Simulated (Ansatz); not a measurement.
Input and command of a plane-wave DFT calculation in Ansatz:

```yaml
crystal:
  lattice:
    - [4.8382036322, 0.0, 0.0]
    - [0.0, 4.8382036322, 0.0]
    - [0.0, 0.0, 3.2203479185]
  atoms:
    - { symbol: Hf, position: [0.0, 0.0, 0.0139736454] }
    - { symbol: Hf, position: [0.5, 0.5, 0.4860263546] }
    - { symbol: O, position: [0.1949191829, 0.8050808171, 0.5049079909] }
    - { symbol: O, position: [0.3050808171, 0.3050808171, -0.0049079909] }
    - { symbol: O, position: [0.6949191829, 0.6949191829, -0.0049079909] }
    - { symbol: O, position: [0.8050808171, 0.1949191829, 0.5049079909] }
basis:
  ecutwfc: 500
kpoints:
  mp_grid: { grid: [6, 6, 8] }
hamiltonian:
  xc: r2scan
scf:
  occupations: { method: gaussian, width: 0.05 }
output:
  forces: true
  stress: true
  eigenvalues: true
```

```bash
ansatz run input.yaml --threads 2 --pin off --max-ram 5120MiB --backend cpu --events-out ev --progress --plain --runs-dir out
```

Processor: Arm Neoverse V2, 2 threads, on a host shared with other jobs.

**Question.** How long does it run, and how much memory does it take?

**Answer.** About 18 s on 2 threads of Arm Neoverse V2, with other jobs on the host, peak memory 0.52 GiB. It solves 46 bands at 50 k points (the mesh reduced by symmetry) with about 1931 plane waves, in 8 SCF iterations.
